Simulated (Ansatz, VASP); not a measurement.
# ZnO in VASP and in Ansatz

```
Zn O
1.0
     3.18655    0.00000    0.00000
    -1.59328    2.75964    0.00000
     0.00000    0.00000    5.15301
Zn O
2 2
Direct
  0.33333 0.66667 0.99883
  0.66667 0.33333 0.49883
  0.33333 0.66667 0.37717
  0.66667 0.33333 0.87717
```

Alike in both runs: functional LDA; k mesh 12 × 12 × 7; occupations fermi-dirac, width 0.02 eV; no spin polarisation.

Ansatz relaxed the structure, and its values are those at the end. VASP's run is a single point on that final structure, the one shown.

|  | VASP | Ansatz |
| --- | --- | --- |
| version | VASP 6.6.1 | Ansatz 0.2.0 |
| potentials or method | VASP PAW LDA potentials, release 64 (Zn, O) | PAW with Ansatz's default frozen-core files, scalar-relativistic |
| plane-wave cutoff (eV) | 520 | 420 |
| valence electrons in the cell | 36 | 36 |

```csv
,VASP,Ansatz,Ansatz less VASP
pressure (GPa),1.3,0.0,-1.31
```
